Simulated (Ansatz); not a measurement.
Se under changes of volume

One of the cells (25.980 Å³/atom); the others are scaled copies at fixed shape and fractional positions:

```
Se
1.0
     1.39427   -4.03900    0.00000
     1.39427    4.03900    0.00000
     0.00000    0.00000    4.61343
Se
2
Cartesian
  1.3943 3.5192 1.1534
  1.3943 -3.5192 3.4601
```

This isn't the form of Se at room conditions, which is trigonal, of chains.

| Quantity | Value |
| --- | --- |
| Program | Ansatz 0.2.0 |
| Functional | PBE |
| Potentials or basis | Ansatz PAW |
| Cutoff | 420 eV (not typed: the program's choice for these potentials) |
| k mesh | 10 × 10 × 6 |
| Occupations | fermi-dirac, width 0.05 eV |
| Spin | no spin polarisation |

| volume (Å³/atom) | energy over the lowest point (meV/atom) | pressure (GPa) | largest force (eV/Å) |
| --- | --- | --- | --- |
| 24.422 | 37.38 | 5.8 | 0.254 |
| 24.941 | ? | ? | ? |
| 25.461 | 9.95 | 2.8 | 0.052 |
| 25.980 | 3.02 | 1.5 | 0.037 |
| 26.500 | 0.00 | 0.4 | 0.119 |
| 27.020 | 0.51 | -0.7 | 0.195 |
| 27.539 | 4.19 | -1.6 | 0.265 |

What does the run at 24.941 Å³/atom give?

Energy over the lowest point 21.24 meV/atom; pressure 4.2 GPa; largest force 0.149 eV/Å.

Worked out: A Birch-Murnaghan fit of order 3 (a polynomial in V^(-2/3)) to the other rows has its minimum at 26.68 Å³/atom with B0 = V·E''(V) = 54 GPa and B' = 4.4 at fixed shape and positions, which overstates the stiffness. It gives 21.25 meV/atom at 24.941 Å³/atom, against the run's 21.24, and -dE/dV = 4.2 GPa, against 4.2.

Energies are extrapolated to zero smearing.
